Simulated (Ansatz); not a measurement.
Runs of Ansatz 0.2.0 on TiC. Symmetry: P-6m2, No. 187, hexagonal system. The conventional cell has a = 3.042 Å, b = 3.042 Å, c = 2.698 Å, α = 90.00°, β = 90.00°, γ = 120.00°. Ti (site symmetry -6m2) has 6 C at 2.21 Å as nearest neighbours. C (site symmetry -6m2) is surrounded by 6 Ti at 2.21 Å. The cell was built by a generator and needn't be a form met in nature.

```csv
task,level,U,cell,k mesh,cutoff (eV),points for each segment of the path,hubbard projectors,double counting,atoms under strain,gap on the mesh (eV),pressure (GPa),relaxed volume (Å³/atom)
band structure,LDA+U,Ti d U = 3 eV,as given,10 × 10 × 10,420,14,ortho-atomic (the default),fll (the default),-,none,-7.7,-
relaxation of cell and atoms,r2SCAN,-,relaxed,10 × 10 × 10,500,-,-,-,-,none,0.0,(b)
relaxation of cell and atoms,PBEsol+U,Ti d U = 6 eV,relaxed,10 × 10 × 10,420,-,ortho-atomic (the default),fll (the default),-,none,0.0,10.96
elastic constants,PBEsol,-,as given,8 × 8 × 8,420,-,-,-,relaxed,none,-6.1,-
relaxation of cell and atoms,r2SCAN+U,Ti d U = 6 eV,relaxed,10 × 10 × 10,500,-,ortho-atomic (the default),fll (the default),-,none,0.0,(a)
```

Alike in all rows: potentials or basis Ansatz PAW; no spin polarisation; smearing fermi-dirac 0.05 eV.

Problem. Estimate the missing entries.

Solution. (a) 11.25; (b) 10.75.

Caveats: the PAW data sets come from PBE, with cores solved anew for the run's functional, which leaves a small shift of forces and pressure; U without spin polarisation on a metal has little footing (some runs); the U is typed as a test and isn't derived for this compound (some runs); the plane-wave basis is chosen anew once the cell has moved, so the energies of steps on either side of that aren't comparable (some runs); the cell is more than 3 GPa from zero pressure, which shifts response properties (some runs); the elastic tensor has a negative eigenvalue, so either the cell is unstable as it stands or the mesh is too thin (some runs).

A gap of «none» marks a metal or a gap under the smearing width.

Runs at the PBE level aren't shown here.
